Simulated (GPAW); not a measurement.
# InAs (F-43m) in GPAW: further runs, part 2 of 2

GPAW 26.7.0. The steps go on from the part before.

### Step 3. Equation of state, BLYP+D3(BJ)

File run.py:

```python
from ase.calculators.mixing import SumCalculator
from ase.eos import EquationOfState
from ase.io import Trajectory, read
from ase.units import GPa
from dftd3.ase import DFTD3
from gpaw import GPAW, PW, setup_paths

setup_paths.insert(0, '.')

atoms = read('InAs.xyz')

traj = Trajectory('eos.traj', 'w')
volumes, energies = [], []
for x in [0.94, 0.96, 0.98, 1.0, 1.02, 1.04, 1.06]:
    a = atoms.copy()
    a.set_cell(atoms.cell * x**(1 / 3), scale_atoms=True)
    calc = GPAW(mode=PW(600),
                xc='BLYP',
                kpts={'size': (6, 6, 6), 'gamma': True},
                occupations={'name': 'fermi-dirac', 'width': 0.05},
                nbands=18,
                convergence={'density': 1e-05, 'energy': 1e-05},
                eigensolver='davidson',
                maxiter=150,
                txt=f'eos-{x:.2f}.txt')
    a.calc = SumCalculator([calc, DFTD3(method='blyp', damping='d3bj')])
    energies.append(a.get_potential_energy())
    volumes.append(a.get_volume())
    p = -a.get_stress()[:3].mean() / GPa
    calc.write(f'eos-{x:.2f}.gpw')
    traj.write(a)
    print(f'{x:.2f} {volumes[-1]:10.4f} A^3 {energies[-1]:14.6f} eV {p:9.3f} GPa', flush=True)

v0, e0, B = EquationOfState(volumes, energies, eos='birchmurnaghan').fit()
print(f'V0 = {v0:.4f} A^3, E0 = {e0:.6f} eV, B0 = {B / GPa:.2f} GPa')
```

File InAs.xyz:

```xyz
2
Lattice="0.0000000000 3.0180000000 3.0180000000 3.0180000000 0.0000000000 3.0180000000 3.0180000000 3.0180000000 0.0000000000" Properties=species:S:1:pos:R:3 pbc="T T T"
In     0.0000000000      0.0000000000      0.0000000000
As     4.5270000000      4.5270000000      4.5270000000
```

Potentials or basis: PAW data sets generated in the run's folder for this functional, pw.

Started as:

```console
gpaw-setup -f BLYP As In
OMP_NUM_THREADS=1 python run.py
```

What it wrote:

```text
__  _  _
 | _ |_)|_||  |
 |__||  | ||/\| - 26.7.0

Input parameters:
  mode=PW(ecut=600.0),
  convergence={'density': 1e-05, 'energy': 1e-05},
  eigensolver=Davidson(niter=2),
  kpts=MonkhorstPack(size=(6, 6, 6), gamma=True),
  maxiter=150,
  nbands=18,
  occupations=Occupations(name='fermi-dirac', width=0.05),
  xc=XC(name='BLYP')

Diagonalizing LCAO Hamiltonian
Converting LCAO to pw mode

                     As

       In

Atoms  # Å, Bohr magnetons
|   | symbol |        x |        y |        z |    initial magnetic moments |
|---|--------|----------|----------|----------|-----------------------------|
| 0 |     In | 0.000000 | 0.000000 | 0.000000 | ( 0.0000,  0.0000,  0.0000) |
| 1 |     As | 4.434586 | 4.434586 | 4.434586 | ( 0.0000,  0.0000,  0.0000) |

Unit cell  # Å
| periodic |        x |        y |        z |  lengths |    angles |
|----------|----------|----------|----------|----------|-----------|
|      yes | 0.000000 | 2.956391 | 2.956391 | 4.180968 | 60.000000 |
|      yes | 2.956391 | 0.000000 | 2.956391 | 4.180968 | 60.000000 |
|      yes | 2.956391 | 2.956391 | 0.000000 | 4.180968 | 60.000000 |

Number of symmetries: 24
Symmetry operations  # r_c * U_cc + t_c -> r_c
|    | kind |            matrix            |
|----|------|------------------------------|
|  0 |  E   |  1, 0, 0,  0, 1, 0,  0, 0, 1 |
|  1 |  σ   |  1, 0, 0,  0, 0, 1,  0, 1, 0 |
|  2 |  σ   |  1, 0,-1,  0, 1,-1,  0, 0,-1 |
|  3 |  C3  |  1, 0,-1,  0, 0,-1,  0, 1,-1 |
|  4 |  C3  |  1,-1, 0,  0,-1, 1,  0,-1, 0 |
|  5 |  σ   |  1,-1, 0,  0,-1, 0,  0,-1, 1 |
|  6 |  σ   |  0, 1, 0,  1, 0, 0,  0, 0, 1 |
|  7 |  C3  |  0, 1, 0,  0, 0, 1,  1, 0, 0 |
|  8 |  C2  |  0, 1,-1,  1, 0,-1,  0, 0,-1 |
|  9 |  S4  |  0, 1,-1,  0, 0,-1,  1, 0,-1 |
| 10 |  C3  |  0, 0, 1,  1, 0, 0,  0, 1, 0 |
| 11 |  σ   |  0, 0, 1,  0, 1, 0,  1, 0, 0 |
| 12 |  S4  |  0, 0,-1,  1, 0,-1,  0, 1,-1 |
| 13 |  C3  |  0, 0,-1,  0, 1,-1,  1, 0,-1 |
| 14 |  S4  |  0,-1, 1,  1,-1, 0,  0,-1, 0 |
| 15 |  C2  |  0,-1, 1,  0,-1, 0,  1,-1, 0 |
| 16 |  C3  |  0,-1, 0,  1,-1, 0,  0,-1, 1 |
| 17 |  S4  |  0,-1, 0,  0,-1, 1,  1,-1, 0 |
| 18 |  S4  | -1, 1, 0, -1, 0, 1, -1, 0, 0 |
| 19 |  C3  | -1, 1, 0, -1, 0, 0, -1, 0, 1 |
| 20 |  C3  | -1, 0, 1, -1, 1, 0, -1, 0, 0 |
| 21 |  S4  | -1, 0, 1, -1, 0, 0, -1, 1, 0 |
| 22 |  σ   | -1, 0, 0, -1, 1, 0, -1, 0, 1 |
| 23 |  C2  | -1, 0, 0, -1, 0, 1, -1, 1, 0 |

BZ-sampling:
  Number of BZ points: 216
  Number of IBZ points: 16

  Monkhorst-Pack size: [6, 6, 6]
  Monkhorst-Pack shift: [0.08333333333333333, 0.08333333333333333, 0.08333333333333333]

K-points  # in reciprocal-cell coordinates
|     |                                coordinates |     weight |
|-----|--------------------------------------------|------------|
|   0 | (  0.00000000,   0.00000000,   0.00000000) | 0.00462963 |
|   1 | (  0.16666667,   0.16666667,   0.00000000) | 0.02777778 |
|   2 | (  0.16666667,   0.16666667,   0.16666667) | 0.03703704 |
|   3 | (  0.33333333,   0.16666667,   0.16666667) | 0.05555556 |
|   4 | (  0.33333333,   0.33333333,  -0.33333333) | 0.05555556 |
|   5 | (  0.33333333,   0.33333333,   0.00000000) | 0.02777778 |
|   6 | (  0.33333333,   0.33333333,   0.16666667) | 0.11111111 |
|   7 | (  0.33333333,   0.33333333,   0.33333333) | 0.03703704 |
|   8 | (  0.50000000,   0.33333333,  -0.33333333) | 0.11111111 |
|   9 | (  0.50000000,   0.33333333,  -0.16666667) | 0.05555556 |
| ... |                                            |            |
|  15 | (  0.50000000,   0.50000000,   0.50000000) | 0.01851852 |

Plane wave coefficients: 1759
Cutoff: 600.0 eV

Spin-components: 1 (collinear spins)
Bands:           18
Projectors:      11
Spin-degeneracy: 2
Datatype:        complex128

Parallelization:
  kpt:    1
  domain: 1
  band:   1

Density:
  Valence electrons: 18.0
  Components: 1
  Grid points: [24 24 24]
  Charge: 0.0  # |e|

Potential:
  Grid points: [24 24 24]

species:
  In:
    name:    Indium
    Z:       49.0
    valence: 13
    core:    36
    charge:  0.0  # [|e|]
    compensation charges:
      type: gauss
      rc: 0.36  # [Å]
      lmax: 2
    cutoffs:
      filter: 2.09  # [Å]
      core: 2.48  # [Å]
    projectors
    | kind |    occ | energy [eV] | rcut [Å] |
    |------|--------|-------------|----------|
    |   5s |  2.000 |      -8.153 |    1.185 |
    |   5p |  1.000 |      -2.464 |    1.244 |
    |   4d | 10.000 |     -18.419 |    1.148 |
    |    s |        |      19.059 |    1.185 |
    |    p |        |      24.748 |    1.244 |
    |    d |        |       8.793 |    1.148 |

    Using partial waves for In as LCAO basis

  As:
    name:    Arsenic
    Z:       33.0
    valence: 5
    core:    28
    charge:  0.0  # [|e|]
    compensation charges:
      type: gauss
      rc: 0.33  # [Å]
      lmax: 2
    cutoffs:
      filter: 1.87  # [Å]
      core: 2.96  # [Å]
    projectors
    | kind |    occ | energy [eV] | rcut [Å] |
    |------|--------|-------------|----------|
    |   4s |  2.000 |     -14.406 |    1.058 |
    |   4p |  3.000 |      -5.067 |    1.058 |
    |    s |        |      12.806 |    1.058 |
    |    p |        |      22.145 |    1.058 |
    |    d |        |       0.000 |    1.058 |

    Using partial waves for As as LCAO basis

Reference energy: -221506.370289  # eV

eigensolver:
  Davidson
  Converge bands: occupied
  niter=2

density mixing:
  MSR1-Mixer
  Pratt-step length: 0.05
  Maximum mixing coefficient: 0.75
  Old densities: 10
  SVD Regularization: 0.005
  Good broyden scale: 1.0
  Trust region scale: 1.0
  Backstep threshold: 4.0
  History deletion threshold: 6.0
  Fourier metric: weight=20.0, sigma=0.015

occupation numbers:
  Fermi-Dirac:
    width: 0.0500  # eV

poisson solver:
  ecut: 4800.0  # eV

xc functional:
  name: BLYP with 2 nearest neighbor stencil

convergence criteria:
- Maximum integral of absolute [dens]ity change: 1e-05 electrons / valence electron
- Maximum [total energy] change in last 3 cyles: 1e-05 eV / valence electron
- Maximum integral of absolute [eigenst]ate change: 4e-08 eV^2 / valence electron
maximum number of iterations: 150

SCF iterations
|iter     | |      energy | eigst |  dens |
|---------|-|-------------|-------|-------|
|iter:   1| |   -6.638478 | -0.25 |       |
|iter:   2| |   -6.580308 | -2.09 | -1.13 |
|iter:   3| |   -6.342782 | -1.84 | -1.17 |
|iter:   4| |   -6.341413 | -3.26 | -1.79 |
|iter:   5| |   -6.341604 | -3.89 | -2.23 |
|iter:   6| |   -6.341669 | -4.61 | -2.96 |
|iter:   7| |   -6.341676c| -5.47 | -3.58 |
|iter:   8| |   -6.341676c| -6.44 | -4.50 |
|iter:   9| |   -6.341677c| -7.01 | -4.95 |
|iter:  10| |   -6.341677c| -7.98c| -5.47c|

Converged in 10 steps
Energy contributions relative to reference atoms: (reference = -221506.370289)

Energy contributions:
  Kinetic:          39.321759
  Coulomb:         -35.143052
  Zero:              0.111978
  External:          0.000000
  Xc:              -10.631836
  Entropy:          -0.001050
  Spinorbit:         0.000000
  ----------------------------
  Free energy:      -6.342202
  Extrapolated:     -6.341677

dipole moment: (-16.782875, -16.782875, -16.782875)  # |e|*Ang

Fermi level: 6.069
Eigenvalues  # (at kpt = [0.000, 0.000, 0.000])
| band index |      eig [eV] | occ [0-2] |
|------------|---------------|-----------|
|          0 |        -8.505 |     2.000 |
|        ... |               |           |
|          2 |        -8.505 |     2.000 |
|          3 |        -8.344 |     2.000 |
|          4 |        -8.344 |     2.000 |
|          5 |        -6.353 |     2.000 |
|          6 |         6.008 |     1.548 |
|          7 |         6.008 |     1.548 |
[... 8 lines left out ...]
|         16 |        16.778 |     0.000 |
|         17 |        16.779 |     0.000 |

No gap
No difference between direct/indirect transitions

Stress tensor  # eV/Ang^3
|         x |         y |         z |
|-----------|-----------|-----------|
| -0.077037 |  0.000000 | -0.000000 |
|  0.000000 | -0.077037 | -0.000000 |
| -0.000000 | -0.000000 | -0.077037 |

# Writing to eos-0.94.gpw (mode='')
```

It took 24 s on 1 thread of AMD EPYC 9R45 (Zen 5), shared host; peak memory 0.23 GiB.

What came out:

* Equilibrium volume: 28.58 Å³/atom
* Bulk modulus: 54 GPa
* Pressure derivative of the bulk modulus: 4.3 (rough: it moves with the points fitted)

Energy against volume, from the lowest point:
```
volume (Å³/atom)  energy (meV/atom)
          25.840              52.62
          26.389              32.41
          26.939              17.57
          27.489               7.42
          28.039               1.77
          28.588               0.00
          29.138               1.69
```

### Step 4. Equation of state, optPBE-vdW

File run.py:

```python
from ase import Atoms
from ase.eos import EquationOfState
from ase.io import Trajectory
from ase.units import GPa
from gpaw import GPAW, PW

atoms = Atoms(['In', 'As'],
              cell=[[0.0, 3.018, 3.018],
                    [3.018, 0.0, 3.018],
                    [3.018, 3.018, 0.0]],
              scaled_positions=[[0.0, 0.0, 0.0],
                                [0.75, 0.75, 0.75]],
              pbc=True)

traj = Trajectory('eos.traj', 'w')
volumes, energies = [], []
for x in [0.94, 0.96, 0.98, 1.0, 1.02, 1.04, 1.06]:
    a = atoms.copy()
    a.set_cell(atoms.cell * x**(1 / 3), scale_atoms=True)
    calc = GPAW(mode=PW(600),
                xc={'name': 'optPBE-vdW', 'backend': 'libvdwxc'},
                kpts={'size': (6, 6, 6), 'gamma': True},
                occupations={'name': 'fermi-dirac', 'width': 0.05},
                nbands=18,
                convergence={'density': 1e-05, 'energy': 1e-05},
                maxiter=150,
                txt=f'eos-{x:.2f}.txt')
    a.calc = calc
    energies.append(a.get_potential_energy(force_consistent=True))
    volumes.append(a.get_volume())
    calc.write(f'eos-{x:.2f}.gpw')
    traj.write(a)
    print(f'{x:.2f} {volumes[-1]:10.4f} A^3 {energies[-1]:14.6f} eV', flush=True)

v0, e0, B = EquationOfState(volumes, energies, eos='birchmurnaghan').fit()
print(f'V0 = {v0:.4f} A^3, E0 = {e0:.6f} eV, B0 = {B / GPa:.2f} GPa')
```

Potentials or basis: GPAW PAW data sets (gpaw-data 1.2.1), pw.

Started as:

```console
OMP_NUM_THREADS=1 python run.py
```

Run time: 27 s. Hardware: 1 thread of AMD EPYC 9R45 (Zen 5), shared host; peak memory 0.31 GiB.

The run converged. Its results:

| Item | Value |
| --- | --- |
| Equilibrium volume | 30.18 Å³/atom (rough: see the caveat) |
| Bulk modulus | 48 GPa (rough) |

Energy against volume, from the lowest point:
| volume (Å³/atom) | energy (meV/atom) |
| --- | --- |
| 25.840 | 116.95 |
| 26.389 | 84.39 |
| 26.939 | 57.77 |
| 27.489 | 36.41 |
| 28.039 | 20.06 |
| 28.588 | 8.15 |
| 29.138 | 0.00 |

Caveat: the minimum lies outside the volumes run; the PAW data sets were made with another functional, which shifts forces and pressure a little.

### Step 5. Band structure, PBEint, spin-orbit coupling, no magnetisation

File run.py:

```python
import numpy as np
from ase.dft.bandgap import bandgap
from ase.io import read, write
from ase.units import GPa
from gpaw import GPAW, PW, setup_paths
from gpaw.spinorbit import soc_eigenstates

setup_paths.insert(0, '.')

atoms = read('POSCAR')

calc = GPAW(mode=PW(600),
            xc='GGA_X_PBEINT+GGA_C_PBEINT',
            kpts={'size': (6, 6, 6), 'gamma': True},
            occupations={'name': 'fermi-dirac', 'width': 0.05},
            nbands=18,
            convergence={'density': 1e-05, 'energy': 1e-05},
            maxiter=150,
            txt='gpaw.txt')
atoms.calc = calc
energy = atoms.get_potential_energy()
forces = atoms.get_forces()
stress = atoms.get_stress()
calc.write('gs.gpw')
write('result.traj', atoms)
print(f'Energy: {energy:.6f} eV')
print('Forces (eV/A):')
print(forces.round(4))
print('Stress (GPa):', (stress / GPa).round(3))
print('Fermi level:', round(calc.get_fermi_level(), 4), 'eV')
print(f'Gap: {bandgap(calc)[0]:.4f} eV, direct: {bandgap(calc, direct=True)[0]:.4f} eV')

path = atoms.cell.bandpath('GXWKGLUWLK,UX', npoints=100, eps=1e-4)
bs_calc = calc.fixed_density(kpts=path, symmetry='off', nbands=30,
                             convergence={'bands': 'CBM+6.0', 'eigenstates': 1e-6}, txt='bands.txt')
bs = bs_calc.band_structure()
bs.write('bs.json')
print(f'Gap on the path: {bandgap(bs_calc)[0]:.4f} eV')

soc = soc_eigenstates(bs_calc, theta=0, phi=0)
np.savetxt('soc_bands.dat', soc.eigenvalues(), fmt='%.4f')
mesh = soc_eigenstates('gs.gpw', theta=0, phi=0)
np.savetxt('soc_mesh.dat', mesh.eigenvalues(), fmt='%.4f')
print('Fermi level with spin-orbit coupling:', round(mesh.fermi_level, 4), 'eV')
```

File POSCAR:

```
InAs
1.0
    0.0000000000      3.0180000000      3.0180000000
    3.0180000000      0.0000000000      3.0180000000
    3.0180000000      3.0180000000      0.0000000000
In As
1 1
Direct
    0.0000000000      0.0000000000      0.0000000000
    0.7500000000      0.7500000000      0.7500000000
```

Potentials or basis: PAW data sets generated in the run's folder for this functional, pw.

Started as:

```console
gpaw-setup -f GGA_X_PBEINT+GGA_C_PBEINT As In
OMP_NUM_THREADS=1 python run.py
```

Wall time 19 s (1 thread of AMD EPYC 9R45 (Zen 5), shared host); peak memory 0.33 GiB.

Results (log left out):

| Property | Result |
| --- | --- |
| Free energy | -8.3594 eV |
| Pressure | 2.2 GPa |
| Band gap along the path | none (metal or under the smearing width) |

Levels at the corners of the path, in eV from the Fermi level:
| point | band 15 | band 16 | band 17 | band 18 | band 19 | band 20 | band 21 | band 22 |
| --- | --- | --- | --- | --- | --- | --- | --- | --- |
| Γ | -0.29 | -0.29 | 0.00 | 0.00 | 0.00 | 0.00 | 3.39 | 3.39 |
| X | -2.50 | -2.50 | -2.50 | -2.50 | 1.35 | 1.35 | 1.91 | 1.91 |
| W | -3.19 | -3.13 | -3.08 | -2.99 | 3.99 | 4.12 | 4.17 | 4.19 |
| K | -3.47 | -3.46 | -2.12 | -2.11 | 1.93 | 1.94 | 4.11 | 4.16 |
| Γ | -0.29 | -0.29 | 0.00 | 0.00 | 0.00 | 0.00 | 3.39 | 3.39 |
| L | -1.27 | -1.27 | -1.00 | -1.00 | 0.82 | 0.82 | 4.41 | 4.41 |
| U | -3.47 | -3.46 | -2.12 | -2.11 | 1.93 | 1.94 | 4.11 | 4.16 |
| W | -3.19 | -3.13 | -3.08 | -2.99 | 3.99 | 4.12 | 4.17 | 4.19 |
| L | -1.27 | -1.27 | -1.00 | -1.00 | 0.82 | 0.82 | 4.41 | 4.41 |
| K | -3.47 | -3.46 | -2.12 | -2.11 | 1.93 | 1.94 | 4.11 | 4.16 |
| U | -3.47 | -3.46 | -2.12 | -2.11 | 1.93 | 1.94 | 4.11 | 4.16 |
| X | -2.50 | -2.50 | -2.50 | -2.50 | 1.35 | 1.35 | 1.91 | 1.91 |

Caveat: spin-orbit coupling was added after a scalar SCF, so levels and gaps hold it while energy, forces, pressure and moments don't; this program's spin-orbit splittings come out too wide for heavy elements; this crystal is a semiconductor, whose small gap the functional closes, so the metal is an error of the method.

### Step 6. How close it comes

Step 2. Against the measured gap of InAs, 0.418 eV (direct; 4.2 K; a printed reference work, data compilation), the calculated 0.00 eV is off by -0.42 eV. The value is that of BEEF-vdW, without temperature or zero-point motion.

Step 5. Measured gap of InAs: 0.418 eV (direct; 4.2 K; a printed reference work, data compilation). This calculation gives 0.00 eV (-0.42 eV). The value is that of PBEint, without temperature or zero-point motion.
